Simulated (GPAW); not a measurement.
# Re (P6_3/mmc) in GPAW: equation of state with LDA

Aim: the equation of state of Re with LDA.

Everything below comes from runs of GPAW 26.7.0. Logs are shortened: lines on timing, memory, paths and dates and some standing lists are left out, and cuts for length are marked. The log counts tension as positive stress, the text compression.

**1. Starting point**

Symmetry: P6_3/mmc, No. 194, hexagonal system. Conventional cell: a = 2.761 Å, b = 2.761 Å, c = 4.458 Å, α = 90.00°, β = 90.00°, γ = 120.00°. Re (site symmetry -6m2) is surrounded by 12 Re at 2.74 to 2.76 Å.

**2. Equation of state, LDA**

Input file run.py:

```python
from ase.eos import EquationOfState
from ase.io import Trajectory, read
from ase.units import GPa
from gpaw import GPAW, PW, setup_paths

setup_paths.insert(0, '.')

atoms = read('POSCAR')

traj = Trajectory('eos.traj', 'w')
volumes, energies = [], []
for x in [0.94, 0.96, 0.98, 1.0, 1.02, 1.04, 1.06]:
    a = atoms.copy()
    a.set_cell(atoms.cell * x**(1 / 3), scale_atoms=True)
    calc = GPAW(mode=PW(600),
                xc='LDA',
                kpts={'size': (8, 8, 4), 'gamma': True},
                occupations={'name': 'fermi-dirac', 'width': 0.05},
                nbands=26,
                convergence={'density': 1e-05, 'energy': 1e-05},
                maxiter=150,
                txt=f'eos-{x:.2f}.txt')
    a.calc = calc
    energies.append(a.get_potential_energy(force_consistent=True))
    volumes.append(a.get_volume())
    p = -a.get_stress()[:3].mean() / GPa
    calc.write(f'eos-{x:.2f}.gpw')
    traj.write(a)
    print(f'{x:.2f} {volumes[-1]:10.4f} A^3 {energies[-1]:14.6f} eV {p:9.3f} GPa', flush=True)

v0, e0, B = EquationOfState(volumes, energies, eos='birchmurnaghan').fit()
print(f'V0 = {v0:.4f} A^3, E0 = {e0:.6f} eV, B0 = {B / GPa:.2f} GPa')
```

Input file POSCAR:

```
Re
1.0
    2.7608000000      0.0000000000      0.0000000000
   -1.3804000000      2.3909229348      0.0000000000
    0.0000000000      0.0000000000      4.4582000000
Re
2
Direct
    0.6666666667      0.3333333333      0.7500000000
    0.3333333333      0.6666666667      0.2500000000
```

Potentials or basis: PAW data sets generated in the run's folder for this functional, pw.

Launch:

```sh
$ gpaw-setup -f LDA Re
$ OMP_NUM_THREADS=1 python run.py
```

What it wrote:

```text
__  _  _
 | _ |_)|_||  |
 |__||  | ||/\| - 26.7.0

Input parameters:
  mode=PW(ecut=600.0),
  convergence={'density': 1e-05, 'energy': 1e-05},
  kpts=MonkhorstPack(size=(8, 8, 4), gamma=True),
  maxiter=150,
  nbands=26,
  occupations=Occupations(name='fermi-dirac', width=0.05),
  xc=XC(name='LDA')

Diagonalizing LCAO Hamiltonian
Converting LCAO to pw mode

          Re

        Re

Atoms  # Å, Bohr magnetons
|   | symbol |         x |        y |        z |    initial magnetic moments |
|---|--------|-----------|----------|----------|-----------------------------|
| 0 |     Re |  1.352221 | 0.780705 | 3.275393 | ( 0.0000,  0.0000,  0.0000) |
| 1 |     Re | -0.000000 | 1.561410 | 1.091798 | ( 0.0000,  0.0000,  0.0000) |

Unit cell  # Å
| periodic |         x |        y |        z |  lengths |     angles |
|----------|-----------|----------|----------|----------|------------|
|      yes |  2.704441 | 0.000000 | 0.000000 | 2.704441 |  90.000000 |
|      yes | -1.352221 | 2.342115 | 0.000000 | 2.704441 |  90.000000 |
|      yes |  0.000000 | 0.000000 | 4.367191 | 4.367191 | 120.000000 |

Number of symmetries: 12
Symmetry operations  # r_c * U_cc + t_c -> r_c
|    | kind |            matrix            |
|----|------|------------------------------|
|  0 |  σ   |  1, 1, 0,  0,-1, 0,  0, 0, 1 |
|  1 |  S6  |  1, 1, 0, -1, 0, 0,  0, 0,-1 |
|  2 |  E   |  1, 0, 0,  0, 1, 0,  0, 0, 1 |
|  3 |  C2  |  1, 0, 0, -1,-1, 0,  0, 0,-1 |
|  4 |  C2  |  0, 1, 0,  1, 0, 0,  0, 0,-1 |
|  5 |  C3  |  0, 1, 0, -1,-1, 0,  0, 0, 1 |
|  6 |  S6  |  0,-1, 0,  1, 1, 0,  0, 0,-1 |
|  7 |  σ   |  0,-1, 0, -1, 0, 0,  0, 0, 1 |
|  8 |  σ   | -1, 0, 0,  1, 1, 0,  0, 0, 1 |
|  9 |  i   | -1, 0, 0,  0,-1, 0,  0, 0,-1 |
| 10 |  C3  | -1,-1, 0,  1, 0, 0,  0, 0, 1 |
| 11 |  C2  | -1,-1, 0,  0, 1, 0,  0, 0,-1 |

BZ-sampling:
  Number of BZ points: 256
  Number of IBZ points: 35

  Monkhorst-Pack size: [8, 8, 4]
  Monkhorst-Pack shift: [0.0625, 0.0625, 0.125]

K-points  # in reciprocal-cell coordinates
|     |                                coordinates |     weight |
|-----|--------------------------------------------|------------|
|   0 | (  0.00000000,   0.00000000,   0.00000000) | 0.00390625 |
|   1 | (  0.00000000,   0.00000000,   0.25000000) | 0.00781250 |
|   2 | (  0.00000000,   0.00000000,   0.50000000) | 0.00390625 |
|   3 | (  0.12500000,   0.00000000,  -0.25000000) | 0.02343750 |
|   4 | (  0.12500000,   0.00000000,   0.00000000) | 0.02343750 |
|   5 | (  0.12500000,   0.00000000,   0.25000000) | 0.02343750 |
|   6 | (  0.12500000,   0.00000000,   0.50000000) | 0.02343750 |
|   7 | (  0.25000000,  -0.12500000,   0.00000000) | 0.02343750 |
|   8 | (  0.25000000,  -0.12500000,   0.25000000) | 0.04687500 |
|   9 | (  0.25000000,  -0.12500000,   0.50000000) | 0.02343750 |
| ... |                                            |            |
|  34 | (  0.50000000,   0.50000000,   0.50000000) | 0.01171875 |

Plane wave coefficients: 966
Cutoff: 600.0 eV

Spin-components: 1 (collinear spins)
Bands:           26
Projectors:      12
Spin-degeneracy: 2
Datatype:        complex128

Parallelization:
  kpt:    1
  domain: 1
  band:   1

Density:
  Valence electrons: 26.0
  Components: 1
  Grid points: [16 16 25]
  Charge: 0.0  # |e|

Potential:
  Grid points: [16 16 25]

species:
  Re:
    name:    Rhenium
    Z:       75.0
    valence: 13
    core:    62
    charge:  0.0  # [|e|]
    compensation charges:
      type: gauss
      rc: 0.42  # [Å]
      lmax: 2
    cutoffs:
      filter: 2.40  # [Å]
      core: 2.76  # [Å]
    projectors
    | kind |    occ | energy [eV] | rcut [Å] |
    |------|--------|-------------|----------|
    |   6s |  2.000 |      -6.135 |    1.376 |
    |   5p |  6.000 |     -47.246 |    1.376 |
    |   6p |  0.000 |      -1.440 |    1.376 |
    |   5d |  5.000 |      -5.587 |    1.307 |
    |    s |        |      21.076 |    1.376 |
    |    d |        |      21.625 |    1.307 |

    Using partial waves for Re as LCAO basis

Reference energy: -906852.861038  # eV

eigensolver:
  PPCG
  Converge bands: occupied
  niter=2

density mixing:
  MSR1-Mixer
  Pratt-step length: 0.05
  Maximum mixing coefficient: 0.75
  Old densities: 10
  SVD Regularization: 0.005
  Good broyden scale: 1.0
  Trust region scale: 1.0
  Backstep threshold: 4.0
  History deletion threshold: 6.0
  Fourier metric: weight=20.0, sigma=0.015

occupation numbers:
  Fermi-Dirac:
    width: 0.0500  # eV

poisson solver:
  ecut: 4800.0  # eV

xc functional:
  name: None

convergence criteria:
- Maximum integral of absolute [dens]ity change: 1e-05 electrons / valence electron
- Maximum [total energy] change in last 3 cyles: 1e-05 eV / valence electron
- Maximum integral of absolute [eigenst]ate change: 4e-08 eV^2 / valence electron
maximum number of iterations: 150

SCF iterations
|iter     | |      energy | eigst |  dens |
|---------|-|-------------|-------|-------|
|iter:   1| |  -26.621947 | +0.29 |       |
|iter:   2| |  -26.528447 | -2.48 | -1.23 |
|iter:   3| |  -26.045059 | -1.84 | -1.26 |
|iter:   4| |  -26.050745 | -2.95 | -2.04 |
|iter:   5| |  -26.058288 | -2.91 | -2.33 |
|iter:   6| |  -26.058291 | -5.27 | -3.42 |
|iter:   7| |  -26.058289c| -6.17 | -3.77 |
|iter:   8| |  -26.058287c| -7.02 | -4.09 |
|iter:   9| |  -26.058288c| -8.18c| -4.81 |
|iter:  10| |  -26.058288c| -9.01c| -5.56c|

Converged in 10 steps
Energy contributions relative to reference atoms: (reference = -906852.861038)

Energy contributions:
  Kinetic:          27.627078
  Coulomb:         -27.667338
  Zero:              0.005412
  External:          0.000000
  Xc:              -26.012866
  Entropy:          -0.021147
  Spinorbit:         0.000000
  ----------------------------
  Free energy:     -26.068861
  Extrapolated:    -26.058288

dipole moment: (-0.000000, -0.000000, -0.000001)  # |e|*Ang

Fermi level: 15.120
Eigenvalues  # (at kpt = [0.000, 0.000, 0.000])
| band index |      eig [eV] | occ [0-2] |
|------------|---------------|-----------|
|          0 |       -27.321 |     2.000 |
|        ... |               |           |
|          5 |       -25.791 |     2.000 |
|          6 |         4.960 |     2.000 |
|          7 |         8.130 |     2.000 |
|          8 |        13.397 |     2.000 |
|          9 |        13.397 |     2.000 |
|         10 |        13.414 |     2.000 |
[... 8 lines left out ...]
|         19 |        28.929 |     0.000 |
|         20 |        31.104 |     0.000 |
|        ... |               |           |
|         25 |        38.699 |     0.000 |

No gap
No difference between direct/indirect transitions

Stress tensor  # eV/Ang^3
|         x |         y |         z |
|-----------|-----------|-----------|
| -0.080735 |  0.000000 |  0.000000 |
|  0.000000 | -0.080735 |  0.000000 |
|  0.000000 |  0.000000 | -0.088259 |

# Writing to eos-0.94.gpw (mode='')
```

stdout:

```text
0.94    27.6623 A^3     -26.068861 eV    13.337 GPa
0.96    28.2508 A^3     -26.100987 eV     4.149 GPa
0.98    28.8394 A^3     -26.101115 eV    -4.106 GPa
1.00    29.4280 A^3     -26.072478 eV   -11.517 GPa
1.02    30.0165 A^3     -26.018028 eV   -18.162 GPa
1.04    30.6051 A^3     -25.940451 eV   -24.115 GPa
1.06    31.1936 A^3     -25.842171 eV   -29.440 GPa
V0 = 28.5443 A^3, E0 = -26.104850 eV, B0 = 400.42 GPa
```

Wall time 82 s (1 thread of Arm Neoverse V2, shared host); peak memory 0.2 GiB.

Results:

| Item | Value |
| --- | --- |
| Equilibrium volume | 14.27 Å³/atom |
| Bulk modulus at fixed shape and positions | 400 GPa |
| Pressure derivative of the bulk modulus | 4.3 |

Energy against volume, from the lowest point:
```
volume (Å³/atom)  energy (meV/atom)
          13.831              16.13
          14.125               0.06
          14.420               0.00
          14.714              14.32
          15.008              41.54
          15.303              80.33
          15.597             129.47
```

Caveat: the cell was scaled at fixed shape and fractional positions, which overstates the stiffness of a crystal with free parameters, most of all of layers and chains.
